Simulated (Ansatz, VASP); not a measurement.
## Two plane-wave programs on Mg

```
CELL_PARAMETERS angstrom
0.00000 2.17693 2.17693
2.17693 0.00000 2.17693
2.17693 2.17693 0.00000
ATOMIC_POSITIONS crystal
Mg 0.00000 0.00000 0.00000
```

Change from the starting cell: strain -0.030 along x and y, -0.030 along z, atoms carried along.

Alike in both runs: task single point; functional PBEsol; k mesh 18 × 18 × 18; occupations gaussian, width 0.15 eV; no spin polarisation.

|  | VASP | Ansatz |
| --- | --- | --- |
| version | VASP 6.6.1 | Ansatz 0.2.0 |
| potentials or method | VASP PAW PBE potentials, release 64 (Mg) | scalar-relativistic, plane waves, PAW |
| plane-wave cutoff (eV) | 520 | 420 |
| valence electrons in the cell | 2 | 10 |

|  | VASP | Ansatz | Ansatz less VASP |
| --- | --- | --- | --- |
| gap on the k mesh at the Fermi level (eV) | none | none | - |
| pressure (GPa) | 4.2 | 4.2 | 0.00 |

A gap of «none» marks a metal or a gap that the smearing closes. The two sets of potentials don't hold the same shells in valence.

Caveats: the PAW data sets were made with another functional, which shifts forces and pressure a little (VASP).
